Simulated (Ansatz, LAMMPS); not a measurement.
# Amorphous TiO2 at 3.19 g/cm^3 (84 atoms) under strain, part 4 of 4

Aim: relax amorphous TiO2 at 3.19 g/cm^3 (84 atoms), then change its volume and shape to read moduli from the stress.

Ansatz 0.2.0; Kohn-Sham DFT, PBE, PAW (set soft_2), plane waves.

The cell: 28 Ti and 56 O. The quench rate of 50 K/ps is many orders above laboratory rates. The network of bonds at the start is that of the classical potential that made the cell. Only the Γ point is sampled.

So far. Step 11 (Compressed by 1 % along x): The relaxation converged after 3 steps, 0.0575 eV below its start, with a largest force component of 0.048 eV/Å. Step 11 (Compressed by 1 % along x): Compressed by 1 % along x: the energy stands 0.0444 eV above that of the reference, at a pressure of 0.724 GPa.

**12. Sheared by 2 % in xy**

A shear of the relaxed cell gives the modulus that volume changes can't reach.

Contents of input.yaml:

```yaml
crystal:
  lattice:
    - [10.42465, 0.03636, -0.17819]
    - [0.04387, 11.17557, -0.05835]
    - [-0.17877, -0.06013, 10.40237]
  atoms:
    [... the 84 atom lines of step 4 ...]
kpoints:
  mp_grid: { grid: [1, 1, 1] }
hamiltonian:
  xc: pbe
scf:
  occupations: { method: fixed }
output:
  forces: true
  eigenvalues: true
  stress: true
relax:
  f_tol: 0.05
  max_steps: 70
```

Started as:

```
$ ansatz run input.yaml --threads 4 --pin off --max-ram 8192MiB --backend cpu --events-out ev --progress --plain --runs-dir out
```

Numbers of over 12 decimals in the logs are rounded to 6 here.

What it wrote:

```text
[...]
Crystal: 84 atoms, lattice volume = 1211.482 Å³
Basis set: ecut = 420 eV, 23733 PW (Γ), exchange–correlation on 144×150×144 points (8 copies of the dense FFT grid, shifted against one another)
Bands: 420, of which v1, the nominal top of the filled ones, is band 336 counted from 1 (335 counted from 0)
Symmetry: 1 space group operations
[...]
k-points: 1
[...]
SCF iter   1: F=—  HF=-101877.342693 eV  |F-HF|=—  |Δ(HF+E_count)|=         —  Δρ=4.02e-3  dr2=2.46e-1  ethr=1.77e-3  ⟨swp⟩=3.0  Hψ=1354  notcnv=0  defer=77
[...]
SCF iter   6: F=—  HF=-101877.323792 eV  |F-HF|=—  |Δ(HF+E_count)|=   9.93e-5  Δρ=1.28e-4  dr2=2.20e-4  ethr=1.06e-7  ⟨swp⟩=2.0  Hψ=523  notcnv=0  defer=82
SCF iter   7: F=-101877.323824 eV  HF=-101877.323839 eV  |F-HF|=1.45e-5  |Δ(HF+E_count)|=   4.72e-5  Δρ=6.22e-5  dr2=5.20e-5  ethr=9.30e-9  ⟨swp⟩=10.0  Hψ=2056  notcnv=0
SCF 1 converged in 7 iterations: F = -101877.323824 eV  dr2 = 5.20e-5
[...]
relax step   1: F+E_penalty+E_count = -101877.32382442 eV  Δ(F+E_penalty+E_count) = +0.000e0 eV  max|allowed force component| = 4.873e-1 eV/Å  Δτ_max = 0.0000 Å  (7 SCF iters, dr2 threshold 6.25e-5 eV, accepted)
[...]
relax step   2: F+E_penalty+E_count = -101877.39015012 eV  Δ(F+E_penalty+E_count) = -6.633e-2 eV  max|allowed force component| = 1.761e-1 eV/Å  Δτ_max = 0.0258 Å  (7 SCF iters, dr2 threshold 1.48e-5 eV, accepted)
[...]
relax step   3: F+E_penalty+E_count = -101877.38814767 eV  Δ(F+E_penalty+E_count) = +2.002e-3 eV  max|allowed force component| = 2.663e-1 eV/Å  Δτ_max = 0.0612 Å  (11 SCF iters, rejected (line search))
relax step   4: F+E_penalty+E_count = -101877.40583112 eV  Δ(F+E_penalty+E_count) = -1.568e-2 eV  max|allowed force component| = 5.139e-2 eV/Å  Δτ_max = 0.0298 Å  (10 SCF iters, accepted)
relax step   5: F+E_penalty+E_count = -101877.40166440 eV  Δ(F+E_penalty+E_count) = +4.167e-3 eV  max|allowed force component| = 1.133e-1 eV/Å  Δτ_max = 0.1000 Å  (11 SCF iters, rejected (line search))
[...]
relax step   6: F+E_penalty+E_count = -101877.40922746 eV  Δ(F+E_penalty+E_count) = -3.396e-3 eV  max|allowed force component| = 3.615e-2 eV/Å  Δτ_max = 0.0430 Å  (10 SCF iters, accepted)
SCF converged after 10 iterations
Free energy (F): -101877.409227 eV
[...]
Internal energy: -101877.409227 eV  (E = F + TS)
E sigma→0 (E₀):  -101877.409227 eV
Fermi energy:    4.454727 eV
[...]
Σ components = -101877.409227   (vs F -101877.409227, Δ=0.00e0)
--- Forces (eV/Å), atoms counted from 1 ---
  atom   1  Ti     0.00648128    -0.01589803    -0.00339386
  atom   2  Ti     0.00069106    -0.00290370     0.00239038
  atom   3  Ti    -0.00065635     0.00129305     0.00564937
  atom   4  Ti    -0.00997102    -0.00282350     0.00275169
[...]
atom  84  O      0.00578450     0.00718844    -0.00517862
  max |Σ_I F_I| component: 8.89e-5 eV/Å
--- Stress (GPa, compression-positive) ---
       -0.108529      -0.595897      -0.037674
       -0.595897      -0.013776      -0.034339
       -0.037674      -0.034339      -0.035375
  P = ⅓ Tr σ = -0.0526 GPa (-0.526 kbar)
--- Band table (eV) ---
[...]
--- Relaxed structure (6 steps of the walk, 4 accepted, 0 SCFs on fresh bases) ---
  F+E_penalty+E_count = -101877.40922746 eV   max|allowed force component| = 3.615e-2 eV/Å
  atoms:
    - { symbol: Ti, position: [0.119108, 0.080032, 0.892504] }
    - { symbol: Ti, position: [0.906826, 0.799990, 0.066508] }
    - { symbol: Ti, position: [0.890935, 0.565086, 0.366643] }
    - { symbol: Ti, position: [0.060242, 0.444615, 0.770160] }
[...]
- { symbol: O, position: [0.410162, 0.178947, 0.070194] }
```

The job ended after 95 s (4 threads of Arm Neoverse V2, shared host; peak memory 1.6 GiB).

The relaxation converged after 6 steps, 0.0854 eV below its start, with a largest force component of 0.036 eV/Å.

Sheared by 2 % in xy: the energy stands 0.0451 eV above that of the reference, at a pressure of -0.0526 GPa.

**13. Pressure against volume**

Atoms are relaxed at each volume, in the scaled cell.

| volume change (%) | volume (Å³/atom) | energy change (meV/atom) | pressure (GPa) | largest move on relaxing (Å) | bonds | gap (eV) |
| --- | --- | --- | --- | --- | --- | --- |
| -10 | 12.981 | 19.24 | 5.00 | 0.84 | 130 | 2.88 |
| -6 | 13.558 | 4.93 | 2.65 | 0.84 | 130 | 2.82 |
| -3 | 13.991 | 2.29 | 1.49 | 0.25 | 126 | 2.73 |
| +0 | 14.424 | 0.00 | -0.03 | - | 126 | 2.71 |
| +3 | 14.857 | 1.99 | -1.35 | 0.29 | 125 | 2.79 |
| +6 | 15.289 | 6.46 | -1.87 | 0.71 | 123 | 2.81 |

**14. Uniaxial strain and shear**

Stress (GPa, compression positive) less that of the relaxed cell, atoms relaxed:

| strain | xx | yy | zz | xy | energy change (meV/atom) |
| --- | --- | --- | --- | --- | --- |
| stretched by 1 % along x | -0.882 | -0.368 | -0.317 | -0.062 | 0.43 |
| compressed by 1 % along x | 1.168 | 0.587 | 0.506 | 0.042 | 0.53 |
| sheared by 2 % in xy | -0.081 | 0.027 | -0.014 | -0.599 | 0.54 |

**15. Outcome**

The bulk modulus, from the slope of pressure against ln V over the three points nearest the relaxed volume, is 47.2 GPa; between neighbouring points the slope runs 54, 37, 50, 45 and 18 GPa from the smallest volume up, without a steady fall, so no pressure derivative is given. The count of bonds runs from 123 to 130 over the series, so at some points contacts cross the cutoffs. At -10 %, -6 % and +6 % some atom moved by over 0.5 Å on relaxing, so those points may sit in another local minimum. The gap goes from 2.88 eV at the smallest volume to 2.81 eV at the largest, not monotonically (lowest 2.71, highest 2.88 eV), on the run's k-points. In the Cartesian axes of the cell, finite differences give C11 = 103, C12 = 47.8, C13 = 41.1 and C66 = 29.9 GPa (the shear of 2 % is the engineering strain, εxy = 0.01). The mean of C11, C12 and C13, which equals the bulk modulus in a cubic or isotropic solid, is 63.8 GPa: it lies 35 % over the bulk modulus from the volumes. For an isotropic solid C66 would equal (C11 − C12)/2 = 27.4 GPa; so small a sample needn't be isotropic, and C66 rests on one shear. With the bulk modulus and C66 as K and G, Young's modulus would be about 74 GPa and Poisson's ratio 0.24.

Caveats: Strains are finite and relaxations stop at the force tolerance of the input, which can leave moduli too stiff; they are those of a static cell at zero temperature. Volumes are changed with the cell's shape held, so in an anisotropic solid the modulus lies over the one under free hydrostatic load. The program notes that the SCF threshold of the relaxations is loose for the stress.

The DFT runs together took 26 min of wall time.

[Logs are printed without paths, hosts, clocks, repeated set-up lines and the standing remarks that a program may print on its own settings, such as how far it seeks lower states.]

[Hosts, paths, dates, database ids (printed as entryN), source tags and the programs' standing remarks are cut or masked in the printed files.]
